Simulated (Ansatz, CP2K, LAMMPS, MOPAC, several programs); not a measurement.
Energy against volume for a 4-atom cell of Si (P6_3/mmc) from a materials database, at fixed shape and fractional coordinates, computed by several methods (PBE and r2SCAN, where shown, with plane waves in Ansatz); the cell shown is that of r2SCAN. With free coordinates or axes held, a curve is too stiff, and on another method's shape its minimum isn't the method's own volume. The symmetry is P6_3/mmc (No. 194, hexagonal); a = 3.832 Å, c = 6.341 Å in the conventional setting, 20.16 Å³ an atom. Si has 4 Si at 2.35–2.37 Å. Calculated for a static, non-magnetic cell. Energies count from each curve's lowest point; fits are third-order Birch-Murnaghan.

```cif
data_structure
_symmetry_space_group_name_H-M 'P 1'
_symmetry_Int_Tables_number 1
_cell_length_a 3.8321
_cell_length_b 3.8321
_cell_length_c 6.3412
_cell_angle_alpha 90.000
_cell_angle_beta 90.000
_cell_angle_gamma 120.000
_cell_volume 80.65
loop_
_atom_site_label
_atom_site_type_symbol
_atom_site_fract_x
_atom_site_fract_y
_atom_site_fract_z
_atom_site_occupancy
Si1 Si 0.33333 0.66667 0.06306 1
Si2 Si 0.66667 0.33333 0.56306 1
Si3 Si 0.33333 0.66667 0.43694 1
Si4 Si 0.66667 0.33333 0.93694 1
```

PBE, on the shape of its own relaxed cell:

| V (Å³/atom) | E (meV/atom) |
| --- | --- |
| 19.213 | 23.35 |
| 19.826 | 5.66 |
| 20.439 | 0.00 |
| 21.052 | 4.60 |
| 21.665 | 17.94 |

V₀ = 20.45 Å³ an atom and B₀ = 89 GPa.

PM7 (MOPAC), on the shape of the cell shown, as a cluster of 72 atoms at the zone centre:
```tsv
V (Å³/atom)	E (meV/atom)
17.742	0.00
18.952	3.12
20.161	85.00
21.371	225.71
22.581	410.08
```
V₀ = 18.29 Å³ an atom and B₀ = 184 GPa. The lowest point lies at an end of the range, so the fit is barely bracketed.

Si.edip (LAMMPS), on the shape of its own relaxed cell:

| V (Å³/atom) | E (meV/atom) |
| --- | --- |
| 18.817 | 23.20 |
| 19.418 | 5.72 |
| 20.019 | 0.00 |
| 20.619 | 5.58 |
| 21.220 | 22.07 |

The fit gives a pressure derivative B′ of 0.3, outside the usual 2 to 7: a trait of the method or a rough curve, so no modulus is quoted.

r2SCAN, on the shape of its own relaxed cell:
```csv
V (Å³/atom),E (meV/atom)
18.952,24.96
19.557,6.04
20.161,0.00
20.766,5.00
21.371,19.42
```
V₀ = 20.17 Å³ an atom and B₀ = 97 GPa.

PBE/SZV (CP2K), on the shape of the cell shown:

| V (Å³/atom) | E (meV/atom) |
| --- | --- |
| 17.742 | 228.25 |
| 18.952 | 90.03 |
| 20.161 | 19.75 |
| 21.371 | 0.00 |
| 22.581 | 17.81 |

V₀ = 21.34 Å³ an atom and B₀ = 88 GPa.
